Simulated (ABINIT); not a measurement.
# LiF (Griceite) (Fm-3m) in ABINIT: further runs

The runs below take LiF (Griceite) through single point, with LDA, PBE.

All numbers are computed with ABINIT 10.8.3 (patched build); they aren't measurements. Logs are shortened: lines on timing, memory, paths and dates and some standing lists are left out, and cuts for length are marked. The log counts tension as positive stress, the text compression.

**1. The crystal as given**

The structure is cubic, space group Fm-3m (No. 225). The conventional cell has a = 4.028 Å, b = 4.028 Å, c = 4.028 Å, α = 90.00°, β = 90.00°, γ = 90.00°. F (site symmetry m-3m) has 6 Li at 2.01 Å as nearest neighbours. Li (site symmetry m-3m) has 6 F at 2.01 Å as nearest neighbours.

**2. Single point, LDA**

Contents of run.abi:

```
# Pseudopotentials
pp_dirpath "./"
pseudos "F.hgh, Li.hgh"

# Structure
acell 3*1.0
rprim
     0.0000000000     3.8059084150     3.8059084150
     3.8059084150     0.0000000000     3.8059084150
     3.8059084150     3.8059084150     0.0000000000
ntypat 2
znucl 9 3
natom 2
typat 1 2
xred
     0.5000000000     0.5000000000     0.5000000000
     0.0000000000     0.0000000000     0.0000000000

# Plane-wave basis
ecut 1904.797037 eV

# k points
kptopt 1
ngkpt 8 8 8
nshiftk 1
shiftk 0.0 0.0 0.0

# Exchange and correlation
ixc 7

# Bands and occupations
nband 8
occopt 3
tsmear 0.05 eV

# SCF cycle
nstep 100
tolvrs 1.0e-10

# Output
iomode 3
prtwf 0
prteig 0
prtebands 0
enunit 1
prtden 1
prtvha 1
prtvclmb 1
prtpot 1
prtelf 1
```

Potentials or basis: HGH LDA.

Run with:

```sh
abinit run.abi > log 2>&1
```

run.abo:

```text
.Version 10.8.3 of ABINIT
 Symmetries : space group Fm -3 m (#225); Bravais cF (face-center cubic)
================================================================================
 Values of the parameters that define the memory need of the present run
     intxc =       0    ionmov =       0      iscf =       7    lmnmax =       2
     lnmax =       2     mgfft =      45  mpssoang =       2    mqgrid =    3001
     natom =       2  nloc_mem =       1    nspden =       1   nspinor =       1
    nsppol =       1      nsym =      48    n1xccc =       0    ntypat =       2
    occopt =       3   xclevel =       1
       mpw =        3112          nfft =       91125          nkpt =          29
================================================================================
================================================================================

--------------------------------------------------------------------------------
------------- Echo of variables that govern the present computation ------------
--------------------------------------------------------------------------------
 -outvars: echo values of preprocessed input variables --------
            acell      1.0000000000E+00  1.0000000000E+00  1.0000000000E+00 Bohr
              amu      1.89984032E+01  6.94100000E+00
             ecut      7.00000000E+01 Hartree
           enunit           1
              ixc           7
         kptrlatt        8    0    0      0    8    0      0    0    8
          kptrlen      4.30589384E+01
            natom           2
            nband           8
            ngfft          45      45      45
             nkpt          29
            nstep         100
             nsym          48
           ntypat           2
           occopt           3
        prtebands           0
           prteig           0
           prtelf           1
           prtpot           1
         prtvclmb           1
           prtvha           1
            prtwf           0
            rprim      0.0000000000E+00  3.8059084150E+00  3.8059084150E+00
                       3.8059084150E+00  0.0000000000E+00  3.8059084150E+00
                       3.8059084150E+00  3.8059084150E+00  0.0000000000E+00
          spgroup         225
           tolvrs      1.00000000E-10
           tsmear      1.83746611E-03 Hartree
            typat      1  2
           xangst      2.0139999986E+00  2.0139999986E+00  2.0139999986E+00
                       0.0000000000E+00  0.0000000000E+00  0.0000000000E+00
            xcart      3.8059084150E+00  3.8059084150E+00  3.8059084150E+00
                       0.0000000000E+00  0.0000000000E+00  0.0000000000E+00
             xred      5.0000000000E-01  5.0000000000E-01  5.0000000000E-01
                       0.0000000000E+00  0.0000000000E+00  0.0000000000E+00
            znucl        9.00000    3.00000

================================================================================

[... 114 lines left out ...]
- [ -0.00000000E+00,  -0.00000000E+00,  -0.00000000E+00, ]
force_length_stats: {min:   0.00000000E+00, max:   0.00000000E+00, mean:   0.00000000E+00, }
...

 Integrated electronic density in atomic spheres:
 ------------------------------------------------
 Atom  Sphere_radius  Integrated_density
    1        2.00000          7.02849490
    2        2.00000          0.37048450
================================================================================

 ----iterations are completed or convergence reached----

 Mean square residual over all n,k,spin=   51.810E-09; max=  11.895E-06
 reduced coordinates (array xred) for    2 atoms
       0.500000000000      0.500000000000      0.500000000000
       0.000000000000      0.000000000000      0.000000000000
 rms dE/dt=  0.0000E+00; max dE/dt=  0.0000E+00; dE/dt below (all hartree)
    1       0.000000000000      0.000000000000      0.000000000000
    2       0.000000000000      0.000000000000      0.000000000000

 cartesian coordinates (angstrom) at end:
    1      2.01399999863564     2.01399999863564     2.01399999863564
    2      0.00000000000000     0.00000000000000     0.00000000000000

 cartesian forces (hartree/bohr) at end:
    1     -0.00000000000000    -0.00000000000000    -0.00000000000000
    2     -0.00000000000000    -0.00000000000000    -0.00000000000000
 frms,max,avg= 0.0000000E+00 0.0000000E+00   0.000E+00  0.000E+00  0.000E+00 h/b

 cartesian forces (eV/Angstrom) at end:
    1     -0.00000000000000    -0.00000000000000    -0.00000000000000
    2     -0.00000000000000    -0.00000000000000    -0.00000000000000
 frms,max,avg= 0.0000000E+00 0.0000000E+00   0.000E+00  0.000E+00  0.000E+00 e/A
 length scales=  1.000000000000  1.000000000000  1.000000000000 bohr
              =  0.529177210544  0.529177210544  0.529177210544 angstroms
 Fermi (or HOMO) energy (eV) =   2.55296   Average Vxc (eV)=  -9.74130
 Eigenvalues (   eV  ) for nkpt=  29  k points:
 kpt#   1, nband=  8, wtk=  0.00195, kpt=  0.0000  0.0000  0.0000 (reduced coord)
 -18.90497    0.93064    0.93064    0.93064    9.54076   24.01090   24.01090   24.01090
 prteigrs : prtvol=0 or 1, do not print more k-points.

--- !EnergyTerms
iteration_state     : {dtset: 1, }
comment             : Components of total free energy in Hartree
kinetic             :  1.91313954875291E+01
hartree             :  8.24436057755126E+00
xc                  : -4.81782821930704E+00
Ewald energy        : -1.60605128548235E+01
psp_core            : -2.86426765947672E-01
local_psp           : -3.23959188407870E+01
non_local_psp       :  1.68395372971503E+00
internal            : -2.45009768860699E+01
'-kT*entropy'       :  6.26635405992690E-16
total_energy        : -2.45009768860699E+01
total_energy_eV     : -6.66705545450701E+02
band_energy         : -1.41340106727771E+00
...

 Cartesian components of stress tensor (hartree/bohr^3)
  sigma(1 1)=  2.25957031E-03  sigma(3 2)=  0.00000000E+00
  sigma(2 2)=  2.25957031E-03  sigma(3 1)=  0.00000000E+00
  sigma(3 3)=  2.25957031E-03  sigma(2 1)=  0.00000000E+00

-Cartesian components of stress tensor (GPa)         [Pressure= -6.6479E+01 GPa]
- sigma(1 1)=  6.64788536E+01  sigma(3 2)=  0.00000000E+00
- sigma(2 2)=  6.64788536E+01  sigma(3 1)=  0.00000000E+00
- sigma(3 3)=  6.64788536E+01  sigma(2 1)=  0.00000000E+00

== END DATASET(S) ==============================================================
================================================================================

 -outvars: echo values of variables after computation  --------
            acell      1.0000000000E+00  1.0000000000E+00  1.0000000000E+00 Bohr
           etotal     -2.4500976886E+01
            fcart     -0.0000000000E+00 -0.0000000000E+00 -0.0000000000E+00
                      -0.0000000000E+00 -0.0000000000E+00 -0.0000000000E+00
            rprim      0.0000000000E+00  3.8059084150E+00  3.8059084150E+00
                       3.8059084150E+00  0.0000000000E+00  3.8059084150E+00
                       3.8059084150E+00  3.8059084150E+00  0.0000000000E+00
           strten      2.2595703065E-03  2.2595703065E-03  2.2595703065E-03
                       0.0000000000E+00  0.0000000000E+00  0.0000000000E+00
           xangst      2.0139999986E+00  2.0139999986E+00  2.0139999986E+00
                       0.0000000000E+00  0.0000000000E+00  0.0000000000E+00
             xred      5.0000000000E-01  5.0000000000E-01  5.0000000000E-01
                       0.0000000000E+00  0.0000000000E+00  0.0000000000E+00
 Calculation completed.
```

Run time: 21 s. Hardware: 1 thread of Arm Neoverse V1, shared host; peak memory 0.08 GiB.

What came out:

```yaml
Free_energy: -666.7055 eV
Band_gap_on_the_k_mesh: 8.60 eV, indirect (least direct gap 8.61 eV)
Valence_electrons_inside_the_program's_atomic_spheres: F 7.03; Li 0.37
```

Levels at points of the mesh, in eV from the valence-band top:
```tsv
k point	band 2	band 3	band 4	band 5	band 6	band 7
(0.00, 0.00, 0.00)	-0.01	-0.01	-0.01	8.60	23.07	23.07
(0.50, 0.00, 0.00)	-2.67	-0.22	-0.22	10.16	16.30	18.06
(0.50, 0.50, 0.00)	-3.19	-1.05	-1.05	14.34	16.09	16.73
```

Caveat: the cutoff is too short for stress, so the log's stress isn't used; HGH potentials are hard and often keep d shells in the core, so these values are rough.

**3. Single point, PBE**

Edit run.abi of step 2 so:

```diff
@@ -2,3 +2,3 @@
 pp_dirpath "./"
-pseudos "F.hgh, Li.hgh"
+pseudos "F.upf, Li.upf"
 
@@ -19,3 +19,3 @@
 # Plane-wave basis
-ecut 1904.797037 eV
+ecut 952.398519 eV
 
@@ -28,6 +28,6 @@
 # Exchange and correlation
-ixc 7
+ixc 11
 
 # Bands and occupations
-nband 8
+nband 9
 occopt 3
@@ -42,9 +42,5 @@
 prtwf 0
+prtden 0
 prteig 0
 prtebands 0
-enunit 1
-prtden 1
-prtvha 1
-prtvclmb 1
-prtpot 1
-prtelf 1
+enunit 2
```

Potentials or basis: PseudoDojo NC SR PBE v0.4.1 standard.

Run with:

```sh
abinit run.abi > log 2>&1
```

run.abo:

```text
.Version 10.8.3 of ABINIT
 Symmetries : space group Fm -3 m (#225); Bravais cF (face-center cubic)
================================================================================
 Values of the parameters that define the memory need of the present run
     intxc =       0    ionmov =       0      iscf =       7    lmnmax =       5
     lnmax =       5     mgfft =      30  mpssoang =       3    mqgrid =    3001
     natom =       2  nloc_mem =       1    nspden =       1   nspinor =       1
    nsppol =       1      nsym =      48    n1xccc =    2501    ntypat =       2
    occopt =       3   xclevel =       2
       mpw =        1101          nfft =       27000          nkpt =          29
================================================================================
================================================================================

--------------------------------------------------------------------------------
------------- Echo of variables that govern the present computation ------------
--------------------------------------------------------------------------------
 -outvars: echo values of preprocessed input variables --------
            acell      1.0000000000E+00  1.0000000000E+00  1.0000000000E+00 Bohr
              amu      1.89984032E+01  6.94100000E+00
             ecut      3.50000000E+01 Hartree
           enunit           2
              ixc          11
         kptrlatt        8    0    0      0    8    0      0    0    8
          kptrlen      4.30589384E+01
            natom           2
            nband           9
            ngfft          30      30      30
             nkpt          29
            nstep         100
             nsym          48
           ntypat           2
           occopt           3
           prtden           0
        prtebands           0
           prteig           0
            prtwf           0
            rprim      0.0000000000E+00  3.8059084150E+00  3.8059084150E+00
                       3.8059084150E+00  0.0000000000E+00  3.8059084150E+00
                       3.8059084150E+00  3.8059084150E+00  0.0000000000E+00
          spgroup         225
           tolvrs      1.00000000E-10
           tsmear      1.83746611E-03 Hartree
            typat      1  2
           xangst      2.0139999986E+00  2.0139999986E+00  2.0139999986E+00
[... 122 lines left out ...]
 cartesian forces (hartree/bohr) at end:
    1     -0.00000000000000    -0.00000000000000    -0.00000000000000
    2     -0.00000000000000    -0.00000000000000    -0.00000000000000
 frms,max,avg= 0.0000000E+00 0.0000000E+00   0.000E+00  0.000E+00  0.000E+00 h/b

 cartesian forces (eV/Angstrom) at end:
    1     -0.00000000000000    -0.00000000000000    -0.00000000000000
    2     -0.00000000000000    -0.00000000000000    -0.00000000000000
 frms,max,avg= 0.0000000E+00 0.0000000E+00   0.000E+00  0.000E+00  0.000E+00 e/A
 length scales=  1.000000000000  1.000000000000  1.000000000000 bohr
              =  0.529177210544  0.529177210544  0.529177210544 angstroms
 Fermi (or HOMO) energy (hartree) =   0.12201   Average Vxc (hartree)=  -0.36443
 Eigenvalues (hartree) for nkpt=  29  k points:
 kpt#   1, nband=  9, wtk=  0.00195, kpt=  0.0000  0.0000  0.0000 (reduced coord)
  -1.53681   -0.76698   -0.03578   -0.03578   -0.03578    0.29916    0.84594    0.84594
   0.84595
      occupation numbers for kpt#   1
   2.00000    2.00000    2.00000    2.00000    2.00000    0.00000    0.00000    0.00000
   0.00000
 prteigrs : prtvol=0 or 1, do not print more k-points.

 Fermi (or HOMO) energy (eV) =   3.32000   Average Vxc (eV)=  -9.91651
 Eigenvalues (   eV  ) for nkpt=  29  k points:
 kpt#   1, nband=  9, wtk=  0.00195, kpt=  0.0000  0.0000  0.0000 (reduced coord)
 -41.81870  -20.87070   -0.97361   -0.97361   -0.97361    8.14058   23.01932   23.01932
  23.01938
 prteigrs : prtvol=0 or 1, do not print more k-points.

--- !EnergyTerms
iteration_state     : {dtset: 1, }
comment             : Components of total free energy in Hartree
kinetic             :  2.15137369616526E+01
hartree             :  8.33823977714291E+00
xc                  : -7.30222435693991E+00
Ewald energy        : -2.04741383314523E+01
psp_core            :  6.91101454426771E-01
local_psp           : -2.75071893261434E+01
non_local_psp       : -7.24997216356428E+00
internal            : -3.19904459848776E+01
'-kT*entropy'       :  7.83294257490862E-16
total_energy        : -3.19904459848776E+01
total_energy_eV     : -8.70504381875695E+02
band_energy         : -5.04019156170325E+00
...

 Cartesian components of stress tensor (hartree/bohr^3)
  sigma(1 1)=  2.37629107E-05  sigma(3 2)=  0.00000000E+00
  sigma(2 2)=  2.37629107E-05  sigma(3 1)=  0.00000000E+00
  sigma(3 3)=  2.37629107E-05  sigma(2 1)=  0.00000000E+00

-Cartesian components of stress tensor (GPa)         [Pressure= -6.9913E-01 GPa]
- sigma(1 1)=  6.99128970E-01  sigma(3 2)=  0.00000000E+00
- sigma(2 2)=  6.99128970E-01  sigma(3 1)=  0.00000000E+00
- sigma(3 3)=  6.99128970E-01  sigma(2 1)=  0.00000000E+00

== END DATASET(S) ==============================================================
================================================================================

 -outvars: echo values of variables after computation  --------
            acell      1.0000000000E+00  1.0000000000E+00  1.0000000000E+00 Bohr
           etotal     -3.1990445985E+01
            fcart     -0.0000000000E+00 -0.0000000000E+00 -0.0000000000E+00
                      -0.0000000000E+00 -0.0000000000E+00 -0.0000000000E+00
            rprim      0.0000000000E+00  3.8059084150E+00  3.8059084150E+00
                       3.8059084150E+00  0.0000000000E+00  3.8059084150E+00
                       3.8059084150E+00  3.8059084150E+00  0.0000000000E+00
           strten      2.3762910699E-05  2.3762910699E-05  2.3762910699E-05
                       0.0000000000E+00  0.0000000000E+00  0.0000000000E+00
           xangst      2.0139999986E+00  2.0139999986E+00  2.0139999986E+00
                       0.0000000000E+00  0.0000000000E+00  0.0000000000E+00
             xred      5.0000000000E-01  5.0000000000E-01  5.0000000000E-01
                       0.0000000000E+00  0.0000000000E+00  0.0000000000E+00
 Calculation completed.
```

It took 6 s on 1 thread of Arm Neoverse V2, shared host; peak memory 0.06 GiB.

What came out:

| Property | Result |
| --- | --- |
| Free energy | -870.5044 eV |
| Band gap on the k mesh | 9.11 eV, direct |
| Valence electrons inside the program's atomic spheres | F 7.10; Li 2.33 |

Levels at points of the mesh, in eV from the valence-band top:
| k point | band 1 | band 2 | band 3 | band 4 | band 5 | band 6 | band 7 | band 8 | band 9 |
| --- | --- | --- | --- | --- | --- | --- | --- | --- | --- |
| (0.00, 0.00, 0.00) | -40.85 | -19.90 | 0.00 | 0.00 | 0.00 | 9.11 | 23.99 | 23.99 | 23.99 |
| (0.50, 0.00, 0.00) | -40.79 | -19.47 | -2.50 | -0.23 | -0.23 | 10.83 | 16.75 | 18.94 | 18.94 |
| (0.50, 0.50, 0.00) | -40.77 | -19.20 | -2.98 | -0.99 | -0.99 | 14.82 | 16.54 | 17.49 | 20.26 |

Caveat: the cutoff is too short for stress, so the log's stress isn't used. A k mesh can miss the band edges.
